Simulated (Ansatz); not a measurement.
# Pressure against volume: Ga

```
Ga
1.0
     1.38300   -4.02650    0.00000
     1.38300    4.02650    0.00000
    -0.11745    0.00000    3.32993
Ga
2
Direct
  0.86900 0.13100 0.25000
  0.13100 0.86900 0.75000
```

The structure is an experimental refinement, used without relaxation.

Methods: DFT, PBE, all-electron LAPW, scalar-relativistic (Ansatz 0.2.0); DFT, PBE, PAW with Ansatz's default frozen-core files, scalar-relativistic (Ansatz 0.2.0).

For LAPW: a Γ-centred 14×14×11 k mesh, Fermi–Dirac smearing of 0.05 eV, basis error target 0.5 meV/atom, no spin polarisation. PAW takes a cutoff of 420 eV at this cell. The Ansatz runs share mesh, smearing and spin set-up. Plane-wave (PAW) pressures include the program's estimate of the Pulay term.

The cell above is scaled evenly, with fractional coordinates and shape held.

| V/V(cell) | V (Å³/atom) | P, LAPW (GPa) | P, PAW (GPa) |
| --- | --- | --- | --- |
| 0.9405 | 17.440 | 5.93 | 5.90 |
| 0.9800 | 18.172 | 3.01 | 2.98 |
| 1.0000 | 18.543 | 1.77 | 1.74 |
| 1.0200 | 18.914 | 0.68 | 0.66 |
| 1.0600 | 19.656 | -1.12 | -1.14 |

(1) What do Birch–Murnaghan fits to the pressures give?

## Answers

(1) LAPW: V0 = 19.17 Å³/atom, B0 = 48 GPa, B0′ = 5.5; PAW: V0 = 19.17 Å³/atom, B0 = 48 GPa, B0′ = 5.5.
